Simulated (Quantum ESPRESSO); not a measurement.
NaCl under changes of volume

One of the cells (21.813 Å³/atom); the others are scaled copies at fixed shape and fractional positions:

```
CELL_PARAMETERS angstrom
0.00000 2.79406 2.79406
2.79406 0.00000 2.79406
2.79406 2.79406 0.00000
ATOMIC_POSITIONS crystal
Cl 0.50000 0.50000 0.50000
Na 0.00000 0.00000 0.00000
```

The cell is a database's computed one.

* Program: Quantum ESPRESSO 7.5
* Functional: PBE
* Dispersion: D3(BJ)
* Potentials or basis: PseudoDojo 0.4.1 SR PBE standard
* Cutoff: 1197 eV
* Density cutoff: 4789 eV
* k mesh: 8 × 8 × 8
* Occupations: fermi-dirac, width 0.05 eV
* Spin: no spin polarisation

```csv
volume (Å³/atom),energy over the lowest point (meV/atom),pressure (GPa),gap on the mesh (eV)
20.504,?,?,?
20.940,3.71,1.3,5.39
21.376,1.01,0.7,5.30
21.813,0.00,0.1,5.22
22.249,0.50,-0.4,5.14
22.685,2.35,-0.9,5.06
23.121,5.41,-1.3,4.99
```

What does the run at 20.504 Å³/atom give?

Energy over the lowest point 8.30 meV/atom; pressure 2.1 GPa; gap on the mesh 5.48 eV.

Worked out: A Birch-Murnaghan fit of order 3 (a polynomial in V^(-2/3)) to the other rows has its minimum at 21.88 Å³/atom with B0 = V·E''(V) = 27 GPa and B' = 4.6. It gives 8.30 meV/atom at 20.504 Å³/atom, against the run's 8.30, and -dE/dV = 2.1 GPa, against 2.1. A straight line through the other rows of the gap, of slope -4.04 eV per unit of ln V (its deformation potential), extrapolates to 5.47 eV, against the run's 5.48.

Energies are extrapolated to zero smearing.
